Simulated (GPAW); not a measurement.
A run of GPAW 26.7.0 is set up as follows.

Contents of run.py:

```python
import numpy as np
from ase.dft.bandgap import bandgap
from ase.io import write
from ase.spacegroup import crystal
from ase.units import GPa
from gpaw import GPAW, PW
from gpaw.spinorbit import soc_eigenstates

# Te 4b
# Sn 4a
atoms = crystal(['Te', 'Sn'],
                basis=[[0.5, 0.0, 0.0],
                       [0.0, 0.0, 0.0]],
                spacegroup=225, setting=1,  # Fm-3m
                cellpar=[6.3017, 6.3017, 6.3017, 90.0, 90.0, 90.0],
                primitive_cell=True)

calc = GPAW(mode=PW(600),
            xc='RPBE',
            kpts={'size': (6, 6, 6), 'gamma': True},
            occupations={'name': 'fermi-dirac', 'width': 0.05},
            nbands=19,
            convergence={'density': 1e-05, 'energy': 1e-05},
            maxiter=150,
            txt='gpaw.txt')
atoms.calc = calc
energy = atoms.get_potential_energy()
forces = atoms.get_forces()
stress = atoms.get_stress()
calc.write('gs.gpw')
write('result.traj', atoms)
print(f'Energy: {energy:.6f} eV')
print('Forces (eV/A):')
print(forces.round(4))
print('Stress (GPa):', (stress / GPa).round(3))
print('Fermi level:', round(calc.get_fermi_level(), 4), 'eV')
print(f'Gap: {bandgap(calc)[0]:.4f} eV, direct: {bandgap(calc, direct=True)[0]:.4f} eV')

path = atoms.cell.bandpath('GXWKGLUWLK,UX', npoints=80, eps=1e-4)
bs_calc = calc.fixed_density(kpts=path, symmetry='off', nbands=32,
                             convergence={'bands': 'CBM+6.0', 'eigenstates': 1e-6}, txt='bands.txt')
bs = bs_calc.band_structure()
bs.write('bs.json')
print(f'Gap on the path: {bandgap(bs_calc)[0]:.4f} eV')

soc = soc_eigenstates(bs_calc, theta=90, phi=0)
np.savetxt('soc_bands.dat', soc.eigenvalues(), fmt='%.4f')
mesh = soc_eigenstates('gs.gpw', theta=90, phi=0)
np.savetxt('soc_mesh.dat', mesh.eigenvalues(), fmt='%.4f')
print('Fermi level with spin-orbit coupling:', round(mesh.fermi_level, 4), 'eV')
```

Potentials or basis: the program's PAW data sets (release 1.2.1) made for this functional, pw.

Run with:

```bash
$ OMP_NUM_THREADS=1 python run.py
```

Q: Estimate the pressure.

A: 3.5 GPa.

Q: What does it give for the band gap along the path?

A: 0.26 eV, indirect (least direct gap 0.29 eV).

Q: Predict the band gap on the k mesh.

A: 0.29 eV, direct.

Levels at the corners of the path, in eV from the valence-band top:
| point | band 17 | band 18 | band 19 | band 20 | band 21 | band 22 | band 23 | band 24 |
| --- | --- | --- | --- | --- | --- | --- | --- | --- |
| Γ | -1.76 | -1.76 | -1.76 | -1.76 | 2.85 | 2.85 | 3.78 | 3.78 |
| X | -3.90 | -3.90 | -3.42 | -3.42 | 2.32 | 2.32 | 4.64 | 4.64 |
| W | -4.65 | -4.65 | -0.73 | -0.73 | 0.96 | 0.96 | 4.65 | 4.65 |
| K | -3.24 | -3.24 | -2.53 | -2.53 | 2.91 | 2.91 | 3.42 | 3.42 |
| Γ | -1.76 | -1.76 | -1.76 | -1.76 | 2.85 | 2.85 | 3.78 | 3.78 |
| L | -1.44 | -1.44 | 0.00 | 0.00 | 0.29 | 0.29 | 0.44 | 0.44 |
| U | -3.24 | -3.24 | -2.53 | -2.53 | 2.91 | 2.91 | 3.42 | 3.42 |
| W | -4.65 | -4.65 | -0.73 | -0.73 | 0.96 | 0.96 | 4.65 | 4.65 |
| L | -1.44 | -1.44 | 0.00 | 0.00 | 0.29 | 0.29 | 0.44 | 0.44 |
| K | -3.24 | -3.24 | -2.53 | -2.53 | 2.91 | 2.91 | 3.42 | 3.42 |
| U | -3.24 | -3.24 | -2.53 | -2.53 | 2.91 | 2.91 | 3.42 | 3.42 |
| X | -3.90 | -3.90 | -3.42 | -3.42 | 2.32 | 2.32 | 4.64 | 4.64 |

Caveat: spin-orbit coupling was added after a scalar SCF, so levels and gaps hold it while energy, forces, pressure and moments don't; this program's spin-orbit splittings come out too wide for heavy elements.

**Experimental background.**

From a printed reference work, textbook, for a bulk crystal of SnTe at 300 K: band gap 0.18 eV (direct).

A measured gap of SnTe is 0.18 eV (direct; 300 K; a printed reference work, textbook); the calculated 0.26 eV misses it by +0.08 eV. The value is that of RPBE, without temperature or zero-point motion.
